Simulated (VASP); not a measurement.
Mn, 1 atom in the cell. It takes space group P6/mmm (No. 191, hexagonal). The conventional cell has a = 2.538 Å, b = 2.538 Å, c = 2.372 Å, α = 90.00°, β = 90.00°, γ = 120.00°. Mn (site symmetry 6/mmm) is surrounded by 8 Mn at 2.37 to 2.54 Å. The cell was built by a generator and needn't be a form met in nature.

* Program: VASP 6.6.1
* Task: single point
* Functional: PBE
* Potentials or basis: VASP PAW PBE potentials, release 64 (Mn_pv)
* Cutoff: 520 eV
* k mesh: 9 × 9 × 8
* Occupations: gaussian, width 0.1 eV
* Spin: collinear spin, typed start
* Starting moments: [4.0] μB
* Dipole correction: no
* Further INCAR settings: ALGO = Normal; EDIFF = 1e-06; NBANDS = 16

Potentials or basis: VASP PAW PBE potentials, release 64 (Mn_pv).

Command:

```sh
$ cat potpaw_PBE.64/Mn_pv/POTCAR > POTCAR
$ mpirun -np 1 vasp_std > vasp.out
```

Hardware: 1 thread of Intel(R) Xeon(R) 6975P-C (Granite Rapids), with other jobs on the host.

Problem. How long does it take, and how much memory?

Solution. It took 9.3 s on 1 thread of Intel(R) Xeon(R) 6975P-C (Granite Rapids), with other jobs on the host, peak memory 0.14 GiB. Counts: scf iterations 12, k points 60.
